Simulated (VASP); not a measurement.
**Sc3Al5N8: relaxation of cell and atoms with PBE**

Crystal: Sc3Al5N8.

```
Sc Al N
1.0
     6.44900    0.00000    0.00000
    -3.22450    5.58500    0.00000
     0.00000    0.00000    4.94450
Sc Al N
3 5 8
Cartesian
  0.0000 1.8617 0.0000
  3.2245 1.8617 0.0000
  1.6122 0.9308 2.4723
  -1.6122 4.6542 0.0000
  1.6123 4.6542 0.0000
  0.0000 3.7233 2.4723
  4.8367 0.9308 2.4723
  3.2245 3.7233 2.4723
  0.0000 1.8617 1.8888
  -1.6122 4.6542 1.8888
  3.2245 1.8617 1.8888
  1.6123 4.6542 1.8888
  1.6122 0.9308 4.3610
  0.0000 3.7233 4.3610
  4.8367 0.9308 4.3610
  3.2245 3.7233 4.3610
```

The cell comes from a database or a generator and needn't be the stable form of this composition.

```
Program                : VASP 6.6.1
Task                   : relaxation of cell and atoms
Functional             : PBE
Potentials or basis    : VASP PAW PBE potentials, release 64 (Sc_sv, Al, N)
Cutoff                 : 520 eV
k mesh                 : 4 × 4 × 5
Occupations            : gaussian, width 0.03 eV
Spin                   : no spin polarisation
Further INCAR settings : ALGO = Normal; EDIFF = 1e-07; IBRION = 2; EDIFFG = -0.005; NSW = 60; ISIF = 3
```

```json
{"Relaxed volume": "11.94 Å³/atom", "Relaxed cell": "a = 6.559 Å, b = 6.646 Å, c = 5.040 Å, α = 90.22°, β = 90.00°, γ = 119.56°", "Space group after relaxing (to 0.05 Å)": "Cm (No. 8)", "Energy gained by relaxing": "172.7 meV/atom", "Ionic steps": "23", "Pressure after relaxing": "0.0 GPa", "Largest force after relaxing": "0.004 eV/Å", "Band gap on the k mesh": "3.25 eV, indirect (least direct gap 3.34 eV)"}
```

Forces in eV/Å, atoms in the order of the input:
```
Sc   0.002 -0.001  0.000
Sc  -0.002 -0.001  0.000
Sc   0.000 -0.002  0.001
Al   0.000  0.000  0.001
Al   0.000 -0.001 -0.003
Al  -0.001  0.000 -0.001
Al   0.000  0.001  0.001
Al   0.001  0.000 -0.001
N    0.002  0.000  0.000
N    0.000  0.000  0.001
N   -0.002  0.000  0.000
N    0.000  0.004 -0.001
N    0.000 -0.002  0.000
N    0.002  0.000 -0.001
N    0.000  0.000  0.001
N   -0.002  0.000 -0.001
```

Step by step:
```csv
step,energy change (eV),largest force (eV/Å),pressure (GPa),volume (Å³)
1,0.0000,4.4863,19.36,178.09
2,-1.1650,1.0022,-15.45,214.97
3,-2.4174,0.9605,-4.12,197.63
4,-2.4190,1.0105,-3.69,197.13
5,-2.7019,0.4668,-0.15,192.06
6,-2.7055,0.5683,0.36,191.43
7,-2.7387,0.2611,0.06,191.50
8,-2.7399,0.3222,0.00,191.52
9,-2.7530,0.1431,-0.16,191.54
10,-2.7550,0.1966,-0.24,191.55
11,-2.7601,0.0644,0.15,191.03
12,-2.7603,0.0748,0.22,190.94
13,-2.7616,0.0415,-0.15,191.27
14,-2.7616,0.0409,-0.12,191.25
15,-2.7621,0.0341,0.04,191.05
16,-2.7622,0.0415,0.07,191.01
17,-2.7624,0.0162,0.00,191.08
18,-2.7624,0.0169,-0.01,191.09
19,-2.7624,0.0103,-0.01,191.09
20,-2.7624,0.0103,-0.01,191.09
21,-2.7625,0.0052,0.01,191.07
22,-2.7625,0.0055,0.02,191.06
23,-2.7625,0.0037,-0.02,191.10
```

Final structure:
```cif
data_structure
_symmetry_space_group_name_H-M 'P 1'
_symmetry_Int_Tables_number 1
_cell_length_a 6.5585
_cell_length_b 6.6464
_cell_length_c 5.0401
_cell_angle_alpha 90.222
_cell_angle_beta 90.000
_cell_angle_gamma 119.564
_cell_volume 191.10
loop_
_atom_site_label
_atom_site_type_symbol
_atom_site_fract_x
_atom_site_fract_y
_atom_site_fract_z
_atom_site_occupancy
Sc1 Sc 0.16548 0.34072 0.98715 1
Sc2 Sc 0.67524 0.34072 0.98715 1
Sc3 Sc 0.32647 0.15295 0.48843 1
Al1 Al 0.16448 0.82896 0.99648 1
Al2 Al 0.66828 0.83657 0.99372 1
Al3 Al 0.33435 0.67016 0.49668 1
Al4 Al 0.83037 0.16073 0.49964 1
Al5 Al 0.83582 0.67016 0.49668 1
N1 N 0.15867 0.34337 0.41193 1
N2 N 0.15242 0.80484 0.37288 1
N3 N 0.68470 0.34337 0.41193 1
N4 N 0.66633 0.83267 0.37779 1
N5 N 0.32353 0.14706 0.91164 1
N6 N 0.34685 0.69188 0.87451 1
N7 N 0.82197 0.14395 0.87490 1
N8 N 0.84503 0.69188 0.87451 1
```

Levels at points of the mesh, in eV from the valence-band top:
```tsv
k point	band 42	band 43	band 44	band 45	band 46	band 47
(0.00, 0.00, 0.00)	-0.32	-0.08	-0.07	3.41	3.61	3.68
(0.50, 0.00, 0.00)	-0.33	-0.25	-0.15	3.34	3.69	3.80
(0.00, 0.50, 0.00)	-0.26	-0.15	-0.10	3.57	3.60	3.98
```

It took 34 min on 1 thread of Intel(R) Xeon(R) 6975P-C (Granite Rapids), on a shared host, peak memory 0.42 GiB.

Caveat: an odd mesh through Γ misses points on the zone boundary, where band edges often lie.
